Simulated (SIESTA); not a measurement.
HfB2:

```
Hf B
1.0
     3.14000    0.00000    0.00000
    -1.57000    2.71932    0.00000
     0.00000    0.00000    3.48000
Hf B
1 2
Direct
  0.00000 0.00000 0.00000
  0.66667 0.33333 0.50000
  0.33333 0.66667 0.50000
```

Program: SIESTA 5.4.2. Alike in all runs: cell as given; smearing fermi-dirac 0.05 eV; grid cutoff 800 Ry. Hardware: 1 thread of Arm Neoverse V2, with other jobs on the host.

Problem. Order these runs on this cell by their wall time, lowest first.
A. task band structure; level B86bPBE; potentials or basis PseudoDojo 0.4 standard (PBE files, fully relativistic), SZP (energy shift 0.002 Ry); spin non-collinear, ferromagnetic start, SOC; k mesh 8 × 8 × 6; energy shift 0.002 Ry
B. task single point; level PBE; potentials or basis PseudoDojo 0.4 standard (PBE files), DZP (energy shift 0.002 Ry); spin off; k mesh 10 × 10 × 8; energy shift 0.002 Ry
C. task optical spectrum; level optB88-vdW; potentials or basis PseudoDojo 0.4 standard (PBE files), DZ (energy shift 0.01 Ry); spin off; k mesh 10 × 10 × 8; broadening (eV) 0.1 eV; window to (eV) 30 eV; polarisation polarized; direction 0.0 0.0 1.0; optical mesh offset true; energy shift 0.01 Ry

Solution. C (52 s), B (190 s), A (420 s).

Caveats: the basis has no polarisation orbitals (some runs); the basis holds too few empty states to meet the f-sum rule, so the spectrum is short of weight at high energy (some runs).

Not every run made on this cell is shown here.
